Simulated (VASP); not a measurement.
# Os (P6_3/mmc) in VASP: settings compared, part 2 of 2

VASP 6.6.1. The steps go on from the part before.

## (4) Band structure, HSE06

POSCAR

```
Os
1.0
    2.7341000000      0.0000000000      0.0000000000
   -1.3670500000      2.3678000565      0.0000000000
    0.0000000000      0.0000000000      4.3197000000
Os
2
Direct
    0.6666666667      0.3333333333      0.7500000000
    0.3333333333      0.6666666667      0.2500000000
```

INCAR.step1

```
SYSTEM = Os
ALGO = Normal ; EDIFF = 1E-5
ENCUT = 520 ; GGA = PE
ISIF = 2 ; ISMEAR = -1
LASPH = .True. ; LCHARG = .False.
LMAXMIX = 4 ; LREAL = .False.
LWAVE = .True. ; NELM = 100
PREC = Accurate ; SIGMA = 0.05
```

INCAR.step2

```
SYSTEM = Os
ALGO = Normal ; EDIFF = 1E-6
ENCUT = 520 ; GGA = PE
HFSCREEN = 0.2 ; ISIF = 2
ISMEAR = -1 ; ISTART = 1
LASPH = .True. ; LCHARG = .False.
LHFCALC = .True. ; LMAXMIX = 4
LREAL = .False. ; LWAVE = .False.
NELM = 100 ; PREC = Accurate
PRECFOCK = Fast ; SIGMA = 0.05
```

KPOINTS

```
k-points
0
Gamma
  6 6 3
  0 0 0
```

KPOINTS_OPT

```
path GMKGALHA,LM,KH
10
line-mode
reciprocal
 0.0000000000  0.0000000000  0.0000000000  G
 0.5000000000  0.0000000000  0.0000000000  M

 0.5000000000  0.0000000000  0.0000000000  M
 0.3333333333  0.3333333333  0.0000000000  K

 0.3333333333  0.3333333333  0.0000000000  K
 0.0000000000  0.0000000000  0.0000000000  G

 0.0000000000  0.0000000000  0.0000000000  G
 0.0000000000  0.0000000000  0.5000000000  A

 0.0000000000  0.0000000000  0.5000000000  A
 0.5000000000  0.0000000000  0.5000000000  L

 0.5000000000  0.0000000000  0.5000000000  L
 0.3333333333  0.3333333333  0.5000000000  H

 0.3333333333  0.3333333333  0.5000000000  H
 0.0000000000  0.0000000000  0.5000000000  A

 0.5000000000  0.0000000000  0.5000000000  L
 0.5000000000  0.0000000000  0.0000000000  M

 0.3333333333  0.3333333333  0.0000000000  K
 0.3333333333  0.3333333333  0.5000000000  H
```

Potentials or basis: VASP PAW PBE potentials, release 64 (Os).

Started as:

```bash
> cat potpaw_PBE.64/Os/POTCAR > POTCAR
> cp INCAR.step1 INCAR
> mpirun -np 1 vasp_std > vasp.out
> cp INCAR.step2 INCAR
> mpirun -np 1 vasp_std > vasp.out
```

OUTCAR:

```text
SYSTEM = Os
   EDIFF = 1E-6
   ENCUT = 520
   GGA = PE
   HFSCREEN = 0.2
   ISIF = 2
   ISMEAR = -1
   ISTART = 1
   LASPH = .True.
   LHFCALC = .True.
   LREAL = .False.
   NELM = 100
   PREC = Accurate
   PRECFOCK = Fast

 ion  position               nearest neighbor table
   1  0.667  0.333  0.750-   2 2.68   2 2.68   2 2.68   2 2.68   2 2.68   2 2.68
   2  0.333  0.667  0.250-   1 2.68   1 2.68   1 2.68   1 2.68   1 2.68   1 2.68

  LATTYP: Found a hexagonal cell.
 ALAT       =     2.7341000000
 C/A-ratio  =     1.5799348963

  Lattice vectors:

 A1 = (   2.7341000000,   0.0000000000,   0.0000000000)
 A2 = (  -1.3670500000,   2.3678000565,   0.0000000000)
 A3 = (   0.0000000000,   0.0000000000,   4.3197000000)

Analysis of symmetry for initial positions (statically):
=====================================================================
 Subroutine PRICEL returns:
 Original cell was already a primitive cell.

 Routine SETGRP: Setting up the symmetry group for a
 hexagonal supercell.

 Subroutine GETGRP returns: Found 24 space group operations
 (whereof 12 operations were pure point group operations)
 out of a pool of 24 trial point group operations.

The static configuration has the point symmetry D_3d.
 The point group associated with its full space group is D_6h.

Analysis of symmetry for dynamics (positions and initial velocities):
=====================================================================
 Subroutine PRICEL returns:
 Original cell was already a primitive cell.

 Routine SETGRP: Setting up the symmetry group for a
 hexagonal supercell.

 Subroutine GETGRP returns: Found 24 space group operations
 (whereof 12 operations were pure point group operations)
 out of a pool of 24 trial point group operations.

The dynamic configuration has the point symmetry D_3d.
 The point group associated with its full space group is D_6h.
[... 120 lines left out ...]
   AEXX    =    0.2500 exact exchange contribution
   HFSCREEN=    0.2000 screening length (either q_TF or 0.3 A-1)
   HFSCREENC=   0.2000 screening length for correlation (either q_TF or 0.3 A-1)
   ENCUTFOCK=  -1.0 apply spherical cutoff to Coloumb kernel
   IVDW    =     0    specifies the selected vdW correction
   LEPSILON=     F    determine dielectric tensor
   LRPA    =     F    only Hartree local field effects (RPA)
 non-spin polarized calculation
  energy-cutoff  :      520.00
  volume of cell :       27.96
 maximum number of plane-waves:       761
  NGX = 12; NGY = 12; NGZ = 18

 number of electron      15.9999999 magnetization

 Free energy of the ion-electron system (eV)
  ---------------------------------------------------
  ext. energy  EPLUGINS =         0.00000000
  ---------------------------------------------------
  free energy    TOTEN  =       -25.90693421 eV

  energy without entropy =      -25.89829662  energy(sigma->0) =      -25.90261542

 E-fermi :   9.2294     XC(G=0): -11.4008

 val. band max:        9.2151711291   @ k =   0.1667   0.1667   0.0000
 cond. band min:       9.3231878114   @ k =   0.1667   0.0000   0.3333
 fundamental gap:      0.1080166823
 Fermi energy:         9.2293621555

 k-point     1 :       0.0000    0.0000    0.0000
  band No.  band energies     occupation
      1      -3.0058      2.00000
      2       0.4019      2.00000
      3       5.6043      2.00000
      4       5.6043      2.00000
      5       5.9748      2.00000
      6       6.4968      2.00000
      7       6.4968      2.00000
      8       7.1883      2.00000
      9       7.1883      2.00000
     10       8.9752      1.98768
     11      11.1870      0.00000
     12      11.1870      0.00000
[... 181 lines left out ...]
 k-point    14 :       0.3333    0.3333    0.3333
  band No.  band energies     occupation
      1       2.6247      2.00000
      2       2.6247      2.00000
      3       2.6778      2.00000
      4       3.8874      2.00000
      5       5.1636      2.00000
      6       5.1636      2.00000
      7       7.2657      2.00000
      8       8.6418      1.99998
      9      11.2371      0.00000
     10      11.2371      0.00000
     11      17.0261      0.00000
     12      17.0261      0.00000

------------------------ aborting loop because EDIFF is reached ----------------------------------------

  FORCE on cell =-STRESS in cart. coord.  units (eV):
  Direction    XX          YY          ZZ          XY          YZ          ZX
  --------------------------------------------------------------------------------------
  -------------------------------------------------------------------------------------
  Total       -0.3520704     -0.3520704     -1.1912678     -0.0000000      0.0000000      0.0000000
  in kB      -20.1709852    -20.1709852    -68.2506805     -0.0000000      0.0000000      0.0000000
  external PRESSURE =     -36.1975503 kB  Pullay stress =       0.0000000 kB

 VOLUME and BASIS-vectors are now :
 -----------------------------------------------------------------------------
  energy-cutoff  :      520.00
  volume of cell :       27.96
      direct lattice vectors                 reciprocal lattice vectors
     2.734100000  0.000000000  0.000000000     0.365751070  0.211166479  0.000000000
    -1.367050000  2.367800057  0.000000000     0.000000000  0.422332957  0.000000000
     0.000000000  0.000000000  4.319700000     0.000000000  0.000000000  0.231497558

 POSITION                                       TOTAL-FORCE (eV/Angst)
 -----------------------------------------------------------------------------------
      1.36705      0.78927      3.23977        -0.000000      0.000000      0.000000
     -0.00000      1.57853      1.07993         0.000000      0.000000     -0.000000
 -----------------------------------------------------------------------------------
    total drift:                               -0.000000      0.000000     -0.000000

  FREE ENERGIE OF THE ION-ELECTRON SYSTEM (eV)
  ---------------------------------------------------
  free  energy   TOTEN  =       -25.9069342127 eV

  energy  without entropy=      -25.8982966231  energy(sigma->0) =      -25.90261542
```

OSZICAR.step1:

```text
N       E                     dE             d eps       ncg     rms          rms(c)
DAV:   1     0.101194108145E+03    0.10119E+03   -0.75636E+03   336   0.126E+03
DAV:   2    -0.170440217181E+02   -0.11824E+03   -0.10679E+03   360   0.396E+02
DAV:   3    -0.235312871288E+02   -0.64873E+01   -0.57438E+01   424   0.755E+01
DAV:   4    -0.236979854206E+02   -0.16670E+00   -0.16502E+00   352   0.117E+01
DAV:   5    -0.237010284117E+02   -0.30430E-02   -0.30407E-02   392   0.110E+00    0.236E+01
DAV:   6    -0.226504948650E+02    0.10505E+01   -0.11441E+00   372   0.987E+00    0.109E+01
DAV:   7    -0.223619366576E+02    0.28856E+00   -0.70119E-01   404   0.756E+00    0.786E-01
DAV:   8    -0.223545808082E+02    0.73558E-02   -0.67345E-03   336   0.657E-01    0.106E-01
DAV:   9    -0.223541658504E+02    0.41496E-03   -0.91128E-04   372   0.384E-01    0.412E-02
DAV:  10    -0.223541804469E+02   -0.14597E-04   -0.47002E-05   336   0.561E-02    0.308E-02
DAV:  11    -0.223541564959E+02    0.23951E-04   -0.48404E-06   176   0.253E-02    0.375E-03
DAV:  12    -0.223541559613E+02    0.53467E-06   -0.47993E-07   168   0.591E-03
   1 F= -.22354156E+02 E0= -.22348177E+02  d E =-.119579E-01
```

Wall time 20 min (1 thread of Intel Xeon Platinum 8559C (Emerald Rapids), shared host); peak memory 0.25 GiB.

Results:

- Free energy: -25.9069 eV
- Pressure: -3.6 GPa
- Band gap along the path: none (metal or under the smearing width)

Levels at the corners of the path, in eV from the Fermi level:
| point | band 6 | band 7 | band 8 | band 9 | band 10 | band 11 |
| --- | --- | --- | --- | --- | --- | --- |
| Γ | -2.73 | -2.73 | -2.04 | -2.04 | -0.25 | 1.96 |
| M | -3.11 | -2.24 | 2.41 | 3.02 | 3.04 | 5.04 |
| M | -3.11 | -2.24 | 2.41 | 3.02 | 3.04 | 5.04 |
| K | -4.11 | -1.70 | 1.85 | 1.85 | 2.30 | 6.18 |
| K | -4.11 | -1.70 | 1.85 | 1.85 | 2.30 | 6.18 |
| Γ | -2.73 | -2.73 | -2.04 | -2.04 | -0.25 | 1.96 |
| Γ | -2.73 | -2.73 | -2.04 | -2.04 | -0.25 | 1.96 |
| A | -3.91 | -3.91 | -3.91 | 0.96 | 0.96 | 0.96 |
| A | -3.91 | -3.91 | -3.91 | 0.96 | 0.96 | 0.96 |
| L | -1.56 | -0.30 | -0.30 | 2.77 | 2.77 | 3.76 |
| L | -1.56 | -0.30 | -0.30 | 2.77 | 2.77 | 3.76 |
| H | -4.04 | -1.74 | -1.74 | 2.00 | 2.00 | 9.18 |
| H | -4.04 | -1.74 | -1.74 | 2.00 | 2.00 | 9.18 |
| A | -3.91 | -3.91 | -3.91 | 0.96 | 0.96 | 0.96 |
| L | -1.56 | -0.30 | -0.30 | 2.77 | 2.77 | 3.76 |
| M | -3.11 | -2.24 | 2.41 | 3.02 | 3.04 | 5.04 |
| K | -4.11 | -1.70 | 1.85 | 1.85 | 2.30 | 6.18 |
| H | -4.04 | -1.74 | -1.74 | 2.00 | 2.00 | 9.18 |

Caveat: the k mesh is coarse (spacing up to 0.48 Å⁻¹), so the values aren't converged, least of all with exact exchange; the PAW data sets were made with another functional, which shifts forces and pressure a little; spin-orbit coupling is left out, which moves the levels of the heavy elements.

## (5) Summary

| level | k mesh | grid for exact exchange (PRECFOCK) | screening parameter | mesh quality | pressure (GPa) |
| --- | --- | --- | --- | --- | --- |
| rSCAN | 11 × 11 × 6 | - | - | not flagged | 1.9 |
| AM05 | 11 × 11 × 6 | - | - | not flagged | -5.7 |
| HSE06 | 6 × 6 × 3 | Fast | 0.2 1/A | coarse | -3.6 |

Alike in all rows: task band structure; potentials or basis VASP PAW PBE potentials, release 64 (Os); no spin polarisation; cell as given; cutoff (eV) 520; smearing fermi-dirac 0.05 eV.

Caveats: some runs use coarse meshes; the PAW data sets were made with another functional, which shifts forces and pressure a little; spin-orbit coupling is left out, which moves the levels of the heavy elements.

Total energies depend on the potentials used, so only differences within one code and one set of settings carry meaning.
